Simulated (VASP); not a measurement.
Here is a VASP 6.6.1 calculation.

INCAR

```
ALGO     = Normal         # electronic algorithm
EDIFF    = 1E-7           # SCF threshold, eV
EDIFFG   = -0.002         # ionic threshold
ENCUT    = 520            # plane-wave cutoff, eV
GGA      = PE             # functional
IBRION   = 2              # ionic algorithm
ISIF     = 3              # what is computed and relaxed
ISMEAR   = 0              # smearing method
LASPH    = True           # aspherical terms in the spheres
LCHARG   = False          # write CHGCAR
LREAL    = False          # projectors in reciprocal space
LWAVE    = False          # write WAVECAR
NELM     = 80             # most SCF steps
NSW      = 80             # ionic steps
PREC     = Accurate       # precision mode
SIGMA    = 0.1            # smearing width, eV
```

Contents of KPOINTS:

```
k-points
0
Gamma
  3 3 4
```

Contents of POSCAR:

```
WC
1.0
    2.9065000000      0.0000000000      0.0000000000
   -1.4532500000      2.5171028400      0.0000000000
    0.0000000000      0.0000000000      2.8366000000
W C
1 1
Direct
    0.0000000000      0.0000000000      0.0000000000
    0.6666666700      0.3333333300      0.5000000000
```

Potentials or basis: VASP PAW PBE potentials, release 64 (W_sv, C).

Command:

```bash
$ cat potpaw_PBE.64/W_sv/POTCAR potpaw_PBE.64/C/POTCAR > POTCAR
$ mpirun -np 1 vasp_std > vasp.out
```

**Question.** What does it give for the band gap on the k mesh?

**Answer.** None (metal or under the smearing width).

**Question.** What does it give for the space group after relaxing (to 0.05 Å)?

**Answer.** P-6m2 (No. 187).

**Question.** Estimate the relaxed cell.

**Answer.** a = 2.948 Å, b = 2.948 Å, c = 2.835 Å, α = 90.00°, β = 90.00°, γ = 120.00°.

**Question.** What does it give for the relaxed volume?

**Answer.** 10.67 Å³/atom.

The path:
```csv
step,energy change (eV),largest force (eV/Å),pressure (GPa),volume (Å³)
1,0.0000,0.0000,10.68,20.75
2,0.1014,0.0000,-23.46,22.90
3,-0.0191,0.0000,-0.60,21.34
4,-0.0191,0.0000,-0.33,21.33
5,-0.0221,0.0000,-0.26,21.35
6,-0.0222,0.0000,-0.26,21.35
7,-0.0221,0.0000,0.56,21.30
8,-0.0222,0.0000,0.01,21.33
```

Caveat: the k mesh is coarse (spacing up to 0.83 Å⁻¹), so the values aren't converged. Zero-point motion and thermal expansion aren't in these numbers.
